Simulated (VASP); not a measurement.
# Mo (Im-3m) in VASP: density of states with PBE

Aim: the density of states of Mo with PBE.

Everything below comes from runs of VASP 6.6.1. Logs are shortened: lines on timing, memory, paths and dates and some standing lists are left out, and cuts for length are marked.

**1. The structure**

Symmetry: Im-3m, No. 229, cubic system. Conventional cell: a = 3.028 Å, b = 3.028 Å, c = 3.028 Å, α = 90.00°, β = 90.00°, γ = 90.00°. Mo (site symmetry m-3m) is surrounded by 8 Mo at 2.62 Å.

**2. Density of states, PBE**

POSCAR reads:

```
Mo                                      
1.0
   -1.5138780109      1.5138780109      1.5138780109
    1.5138780109     -1.5138780109      1.5138780109
    1.5138780109      1.5138780109     -1.5138780109
  Mo            
     1
Direct
     0.0000000000000000    0.0000000000000000    0.0000000000000000
```

INCAR.step1 reads:

```
PREC     = Accurate       # precision mode
ENCUT    = 520            # plane-wave cutoff, eV
EDIFF    = 1E-7           # SCF threshold, eV
ISMEAR   = 0              # smearing method
SIGMA    = 0.1            # smearing width, eV
LREAL    = False          # projectors in reciprocal space
LASPH    = True           # aspherical terms in the spheres
NELM     = 80             # most SCF steps
ALGO     = Normal         # electronic algorithm
ISIF     = 2              # what is computed and relaxed
LWAVE    = False          # write WAVECAR
LCHARG   = True           # write CHGCAR
LMAXMIX  = 4              # l up to which the mixer works
GGA      = PE             # functional
```

KPOINTS.step1 reads:

```
regular mesh
0
Gamma
  18 18 18
```

INCAR.step2 reads:

```
PREC     = Accurate       # precision mode
ENCUT    = 520            # plane-wave cutoff, eV
EDIFF    = 1E-7           # SCF threshold, eV
ISMEAR   = -5             # smearing method
SIGMA    = 0.1            # smearing width, eV
LREAL    = False          # projectors in reciprocal space
LASPH    = True           # aspherical terms in the spheres
NELM     = 80             # most SCF steps
ALGO     = Normal         # electronic algorithm
ISIF     = 2              # what is computed and relaxed
LWAVE    = False          # write WAVECAR
LCHARG   = False          # write CHGCAR
LMAXMIX  = 4              # l up to which the mixer works
GGA      = PE             # functional
LORBIT   = 11             # projections on sites
NEDOS    = 1001           # points of the DOS
ICHARG   = 11             # starting density
```

KPOINTS.step2 reads:

```
regular mesh
0
Gamma
  27 27 27
```

Potentials or basis: VASP PAW PBE potentials, release 64 (Mo_sv).

Started as:

```console
$ cat potpaw_PBE.64/Mo_sv/POTCAR > POTCAR
$ cp INCAR.step1 INCAR
$ cp KPOINTS.step1 KPOINTS
$ mpirun -np 1 vasp_std > vasp.out
$ cp INCAR.step2 INCAR
$ cp KPOINTS.step2 KPOINTS
$ mpirun -np 1 vasp_std > vasp.out
```

OUTCAR:

```text
PREC = Accurate
   ENCUT = 520
   EDIFF = 1E-7
   ISMEAR = -5
   LREAL = False
   LASPH = True
   NELM = 80
   ISIF = 2
   GGA = PE
   LORBIT = 11
   ICHARG = 11

 ion  position               nearest neighbor table
   1  0.000  0.000  0.000-

  LATTYP: Found a body centered cubic cell.
 ALAT       =     3.0277560218

  Lattice vectors:

 A1 = (  -1.5138780109,   1.5138780109,   1.5138780109)
 A2 = (   1.5138780109,  -1.5138780109,   1.5138780109)
 A3 = (   1.5138780109,   1.5138780109,  -1.5138780109)

Analysis of symmetry for initial positions (statically):
=====================================================================
 Subroutine PRICEL returns:
 Original cell was already a primitive cell.

 Routine SETGRP: Setting up the symmetry group for a
 body centered cubic supercell.

 Subroutine GETGRP returns: Found 48 space group operations
 (whereof 48 operations were pure point group operations)
 out of a pool of 48 trial point group operations.

The static configuration has the point symmetry O_h .

Analysis of symmetry for dynamics (positions and initial velocities):
=====================================================================
 Subroutine PRICEL returns:
 Original cell was already a primitive cell.

 Routine SETGRP: Setting up the symmetry group for a
 body centered cubic supercell.

 Subroutine GETGRP returns: Found 48 space group operations
 (whereof 48 operations were pure point group operations)
 out of a pool of 48 trial point group operations.

The dynamic configuration has the point symmetry O_h .

 Subroutine INISYM returns: Found 48 space group operations
 (whereof 48 operations are pure point group operations),
 and found     1 'primitive' translations

----------------------------------------------------------------------------------------

                                     Primitive cell

  volume of cell :      13.8782

  direct lattice vectors                    reciprocal lattice vectors
    -1.513878011  1.513878011  1.513878011     0.000000000  0.330277603  0.330277603
     1.513878011 -1.513878011  1.513878011     0.330277603  0.000000000  0.330277603
     1.513878011  1.513878011 -1.513878011     0.330277603  0.330277603  0.000000000

  length of vectors
     2.622113631  2.622113631  2.622113631     0.467083065  0.467083065  0.467083065

  position of ions in fractional coordinates (direct lattice)
     0.000000000  0.000000000  0.000000000

  ion indices of the primitive-cell ions
   primitive index   ion index
                 1           1

----------------------------------------------------------------------------------------

 KPOINTS: regular mesh

Automatic generation of k-mesh.
 Grid dimensions read from file:
 generate k-points for:   27   27   27

 Generating k-lattice:

  Cartesian coordinates                     Fractional coordinates (reciprocal lattice)
     0.000000000  0.012232504  0.012232504     0.037037037  0.000000000  0.000000000
     0.012232504  0.000000000  0.012232504     0.000000000  0.037037037  0.000000000
     0.012232504  0.012232504  0.000000000     0.000000000  0.000000000  0.037037037

  Length of vectors
     0.017299373  0.017299373  0.017299373

  Shift w.r.t. Gamma in fractional coordinates (k-lattice)
     0.000000000  0.000000000  0.000000000

 TETIRR: Found  23679 inequivalent tetrahedra from   118098

 Subroutine IBZKPT returns following result:
 ===========================================

 Found    560 irreducible k-points:

 Following reciprocal coordinates:
            Coordinates               Weight
  0.000000  0.000000  0.000000      1.000000
  0.037037  0.000000  0.000000     12.000000
  0.074074  0.000000  0.000000     12.000000
  0.111111  0.000000  0.000000     12.000000
  0.148148  0.000000  0.000000     12.000000
  0.185185  0.000000  0.000000     12.000000
[... 16 lines left out ...]
  0.333333  0.037037 -0.000000     48.000000
  0.370370  0.037037  0.000000     48.000000
 [... further k-points ...]
   k-points           NKPTS =    560   k-points in BZ     NKDIM =    560   number of bands    NBANDS=     11
   number of dos      NEDOS =   1001   number of ions     NIONS =      1
   total plane-waves  NPLWV =   8000
   dimension x,y,z NGX =    20 NGY =   20 NGZ =   20
   dimension x,y,z NGXF=    40 NGYF=   40 NGZF=   40
   ions per type =               1
   NGX,Y,Z   is equivalent  to a cutoff of  12.68, 12.68, 12.68 a.u.
   NGXF,Y,Z  is equivalent  to a cutoff of  25.36, 25.36, 25.36 a.u.
 SYSTEM =  unknown system
   PREC   = accura    normal or accurate (medium, high low for compatibility)
   ISTART =      0    job   : 0-new  1-cont  2-samecut
   ICHARG =     11    charge: 1-file 2-atom 10-const
   ISPIN  =      1    spin polarized calculation?
   LNONCOLLINEAR =      F non collinear calculations
   LSORBIT =      F    spin-orbit coupling
   LASPH  =      T    aspherical Exc in radial PAW
   ENCUT  =  520.0 eV  38.22 Ry    6.18 a.u.   4.88  4.88  4.88*2*pi/ulx,y,z
   NELM   =     80;   NELMIN=  2; NELMDL=  0     # of ELM steps
   EDIFF  = 0.1E-06   stopping-criterion for ELM
   LREAL  =      F    real-space projection
   EDIFFG = 0.1E-05   stopping-criterion for IOM
   NSW    =      0    number of steps for IOM
   IBRION =     -1    ionic relax: 0-MD 1-quasi-New 2-CG
   NFREE  =      0    steps in history (QN), initial steepest desc. (CG)
   ISIF   =      2    stress and relaxation
   ISYM   =      2    0-nonsym 1-usesym 2-fastsym
   POTIM  = 0.5000    time-step for ionic-motion
   TEBEG  =    0.0;   TEEND  =   0.0 temperature during run
   PSTRESS=    0.0 pullay stress
   NELECT =      14.0000    total number of electrons
   NUPDOWN=      -1.0000    fix difference up-down
   EMIN   =  10.00;   EMAX   =-10.00  energy-range for DOS
   EFERMI =   0.00;   METHOD = LEGACY
   ISMEAR =    -5;   SIGMA  =   0.10  broadening in eV -4-tet -1-fermi 0-gaus
   EFERMI_NEDOS =   21; number of points for ismear=-14 and -15
   IALGO  =     38    algorithm
   IMIX   =      4    mixing-type and parameters
     AMIX     =   0.40;   BMIX     =  1.00
     AMIX_MAG =   1.60;   BMIX_MAG =  1.00
  volume/ion in A,a.u.               =      13.88        93.65
  Fermi-wavevector in a.u.,A,eV,Ry     =   1.641875  3.102693 36.677932  2.695752
  Thomas-Fermi vector in A             =   2.732272
   LORBIT       =     11    0 simple, 1 ext, 2 COOP (PROOUT), +10 PAW based schemes
   GGA     = PE    functional components
   LHFCALC =     F    Hartree Fock is set to
   AEXX    =    0.0000 exact exchange contribution
   IVDW    =     0    specifies the selected vdW correction
   LEPSILON=     F    determine dielectric tensor
   LRPA    =     F    only Hartree local field effects (RPA)
 non-spin polarized calculation
 Fermi weights with tetrahedron method with Bloechl corrections
  energy-cutoff  :      520.00
  volume of cell :       13.88
 maximum number of plane-waves:       386

 number of electron      14.0000004 magnetization

 Free energy of the ion-electron system (eV)
  ---------------------------------------------------
  ext. energy  EPLUGINS =         0.00000000
  ---------------------------------------------------
  free energy    TOTEN  =       -10.69250909 eV

  energy without entropy =      -10.69250909  energy(sigma->0) =      -10.69250909

 E-fermi :  14.6544     XC(G=0): -14.0756

 val. band max:       14.6812811646   @ k =  -0.4444   0.4444   0.0741
 cond. band min:      14.6314762649   @ k =  -0.2963   0.3704   0.1852
 fundamental gap:     -0.0498048997
 Fermi energy:        14.6543532693

 k-point     1 :       0.0000    0.0000    0.0000
  band No.  band energies     occupation
      1     -46.7376      2.00000
      2     -19.6677      2.00000
      3     -19.6677      2.00000
      4     -19.6677      2.00000
      5       7.0276      2.00000
      6      12.9846      2.00000
      7      12.9846      2.00000
      8      12.9846      2.00000
      9      16.4766      0.00000
     10      16.4766      0.00000
     11      29.5842      0.00000

 k-point     2 :       0.0370    0.0000    0.0000
  band No.  band energies     occupation
      1     -46.7321      2.00000
      2     -19.6975      2.00000
      3     -19.6766      2.00000
      4     -19.6680      2.00000
      5       7.0982      2.00000
      6      12.9424      2.00000
      7      12.9783      2.00000
      8      13.0517      2.00000
      9      16.4079      0.00000
     10      16.4766      0.00000
     11      29.6454      0.00000

 k-point     3 :       0.0741    0.0000    0.0000
  band No.  band energies     occupation
      1     -46.7158      2.00000
      2     -19.7847      2.00000
      3     -19.7029      2.00000
      4     -19.6689      2.00000
      5       7.3047      2.00000
      6      12.8204      2.00000
      7      12.9548      2.00000
      8      13.2518      2.00000
      9      16.2297      0.00000
     10      16.4782      0.00000
     11      29.8087      0.00000

 k-point     4 :       0.1111    0.0000    0.0000
  band No.  band energies     occupation
      1     -46.6895      2.00000
      2     -19.9233      2.00000
      3     -19.7448      2.00000
      4     -19.6704      2.00000
      5       7.6294      2.00000
      6      12.6314      2.00000
      7      12.9039      2.00000
      8      13.5811      2.00000
      9      16.0118      0.00000
     10      16.4856      0.00000
     11      30.0395      0.00000
[... 239 lines left out ...]
 k-point    22 :       0.2963    0.0370    0.0000
  band No.  band energies     occupation
      1     -46.4422      2.00000
      2     -21.1130      2.00000
      3     -20.1183      2.00000
      4     -19.6957      2.00000
      5       9.1388      2.00000
      6      11.2050      2.00000
      7      13.6373      2.00123
      8      16.1240      0.00000
      9      16.9235      0.00000
     10      17.3800      0.00000
     11      28.9385      0.00000

 k-point    23 :       0.3333    0.0370   -0.0000
  band No.  band energies     occupation
      1     -46.3990      2.00000
      2     -21.3042      2.00000
      3     -20.1817      2.00000
      4     -19.6983      2.00000
      5       9.0000      2.00000
      6      10.9970      2.00000
      7      14.3210      1.98038
      8      16.3546      0.00000
      9      17.0539      0.00000
     10      18.2310      0.00000
     11      28.2867      0.00000

 k-point    24 :       0.3704    0.0370    0.0000
  band No.  band energies     occupation
      1     -46.3625      2.00000
      2     -21.4626      2.00000
      3     -20.2345      2.00000
      4     -19.7006      2.00000
      5       8.8370      2.00000
      6      10.8289      2.00000
      7      15.0244      0.10771
      8      16.5565      0.00000
      9      17.2029      0.00000
     10      19.0380      0.00000
     11      27.7109      0.00000

 [... further k-points ...]

------------------------ aborting loop because EDIFF is reached ----------------------------------------

  FORCE on cell =-STRESS in cart. coord.  units (eV):
  Direction    XX          YY          ZZ          XY          YZ          ZX
  --------------------------------------------------------------------------------------
  -------------------------------------------------------------------------------------
  Total        3.9093378      3.9093378      3.9093378      0.0000000      0.0000000      0.0000000
  in kB      451.3164291    451.3164291    451.3164291      0.0000000      0.0000000      0.0000000
  external PRESSURE =     451.3164291 kB  Pullay stress =       0.0000000 kB

 VOLUME and BASIS-vectors are now :
 -----------------------------------------------------------------------------
  energy-cutoff  :      520.00
  volume of cell :       13.88
      direct lattice vectors                 reciprocal lattice vectors
    -1.513878011  1.513878011  1.513878011     0.000000000  0.330277603  0.330277603
     1.513878011 -1.513878011  1.513878011     0.330277603  0.000000000  0.330277603
     1.513878011  1.513878011 -1.513878011     0.330277603  0.330277603  0.000000000

 POSITION                                       TOTAL-FORCE (eV/Angst)
 -----------------------------------------------------------------------------------
      0.00000      0.00000      0.00000         0.000000     -0.000000     -0.000000
 -----------------------------------------------------------------------------------
    total drift:                               -0.000000     -0.000000      0.000000

  FREE ENERGIE OF THE ION-ELECTRON SYSTEM (eV)
  ---------------------------------------------------
  free  energy   TOTEN  =       -10.6925090854 eV

  energy  without entropy=      -10.6925090854  energy(sigma->0) =      -10.69250909

 total charge

# of ion       s       p       d       tot
------------------------------------------
    1        2.427   6.252   4.127  12.806
```

Run time: 31 s. Hardware: 1 thread of Intel Xeon 6975P-C (Granite Rapids), shared host; peak memory 0.23 GiB.

Results:

- Valence electrons inside the program's atomic spheres: Mo 12.81

Levels at points of the mesh, in eV from the Fermi level:
```tsv
k point	band 4	band 5	band 6	band 7	band 8	band 9	band 10	band 11
(0.00, 0.00, 0.00)	-34.32	-7.63	-1.67	-1.67	-1.67	1.82	1.82	14.93
```

States per cell in windows of 1 eV (zero at the Fermi level; states under -8 eV left out):
```tsv
from (eV)	total	Mo1_d	Mo1_p	Mo1_s
-8.0	0.02	0.00	0.00	0.01
-7.0	0.13	0.05	0.00	0.04
-6.0	0.88	0.50	0.03	0.15
-5.0	1.20	0.78	0.05	0.13
-4.0	1.40	1.13	0.06	0.01
-3.0	0.99	0.74	0.06	0.03
-2.0	0.92	0.61	0.09	0.04
-1.0	0.52	0.35	0.05	0.01
0.0	0.82	0.65	0.04	0.01
1.0	1.24	1.08	0.03	0.01
2.0	1.49	1.37	0.02	0.02
3.0	0.77	0.64	0.04	0.03
4.0	0.46	0.38	0.03	0.02
5.0	0.28	0.19	0.03	0.02
6.0	0.23	0.13	0.04	0.02
7.0	0.24	0.12	0.05	0.02
```

Caveat: tetrahedron occupations give inexact forces and stress in metals.
